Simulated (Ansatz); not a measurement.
Method: Ansatz, DFT PBE, scalar-relativistic, plane waves, PAW. All cells share a 420 eV cutoff and Γ-centred k meshes spaced at most about 0.3 Å⁻¹ (about 0.25 or finer for metals, 2π included). No spin polarisation in the final relaxations.

These are static total energies at zero pressure.

Two forms of P were relaxed alike.

A. Space group R-3m (No. 166), trigonal, a = 3.481 Å, c = 9.210 Å. P has 3 P at 2.32 Å and 3 P at 2.78 Å.

B. Space group Pm-3m (No. 221), cubic, a = 2.444 Å. P is surrounded by 6 P at 2.44 Å.

Question: Which is lower in energy, and by how much?

Answer: A is lower, by 46 meV/atom. The two are nearly one structure: a small distortion parts them. A has space group R-3m (No. 166), 16.1 Å³/atom and no gap on its mesh; B has the simple cubic type, space group Pm-3m (No. 221), 14.6 Å³/atom and no gap. Counting all near atoms (those within 1.25 times the shortest such distance or 1.15 times the sum of covalent radii, 1.27 where that leaves under three; a plus sign parts nearer from farther groups), A has P 3+3 and B has P 6. Both come from invented guesses. The part of the Crystallography Open Database at hand lists P in space groups No. 2, 13, 64, 123; no cell shown has one of them.

Weakly bound directions are ill-defined at this level, which has no dispersion term (R-3m), and this can change margins and order among such cells. Cells relaxed within their symmetry can be saddle points.
